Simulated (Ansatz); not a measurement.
# A series in volume per atom on SiO2

All results are calculated (Ansatz 0.2.0). Periodic Kohn-Sham DFT of a crystal at fixed atoms; Kohn-Sham levels at symmetry points; band -1 is the highest filled and +1 the lowest empty one at that point, spin up along a +z start moment.

Cell of the first row (space group P4_2/mnm, No. 136):
```
SiO2
1.0
      4.0948     0.0000     0.0000
      0.0000     4.0948     0.0000
      0.0000     0.0000     2.6133
Si O
2 4
Direct
  0.00000 0.00000 0.00000
  0.50000 0.50000 0.50000
  0.30670 0.30670 0.00000
  0.19330 0.80670 0.50000
  0.69330 0.69330 0.00000
  0.80670 0.19330 0.50000
```

Settings of every row: method all-electron LAPW; functional PBE; relativity scalar; k mesh 6x6x9; filling fermi-dirac; smearing width 0.03 eV; basis error target 1 meV/atom; nucleus gaussian.

Atom start moment: 0 on all atoms.

Limits: semilocal functionals tend to give too small a gap.

| row | volume per atom (Å³) | smallest direct gap on path (eV) | band gap (eV) |
| --- | --- | --- | --- |
| 1 | 7.303 | 6.784 | 6.784 |
| 2 | 7.458 | 6.387 | 6.387 |
| 3 | 7.614 | 6.005 | 6.005 |
| 4 | 7.691 | 5.82 | 5.82 |
| 5 | 7.769 | ? | ? |
| 6 | 7.847 | 5.462 | 5.462 |
| 7 | 7.925 | 5.288 | 5.288 |
| 8 | 8.08 | 4.951 | 4.951 |
| 9 | 8.235 | 4.627 | 4.627 |

Question: what smallest direct gap on path should row 5 give?

Worked fit of smallest direct gap on path. Take t = volume per atom − 7.8, in Å³. The shown rows have t = -0.497, -0.342, -0.186, -0.109, 0.047, 0.125, 0.28, 0.435. Least squares give smallest direct gap on path = 5.5683 − 2.293 × t + 0.3032 × t² eV; a straight line predicts inner rows, each left out in turn, worse (root mean square 0.021 against 0.0016 eV). The rows lie off it by 0.001, -0.001, 0.000, -0.002, 0.001, 0.002, 0.001, -0.001. The withheld row has t = -0.031, so the fit gives 5.5683 − 2.293 × (-0.031) + 0.3032 × (-0.031)² = 5.640 eV.

The calculation gave 5.639 eV. The fit lies 0.001 eV (0.046 % of the column's range) above it, one unit of the last digit.

The other values of row 5: band gap 5.639 eV.
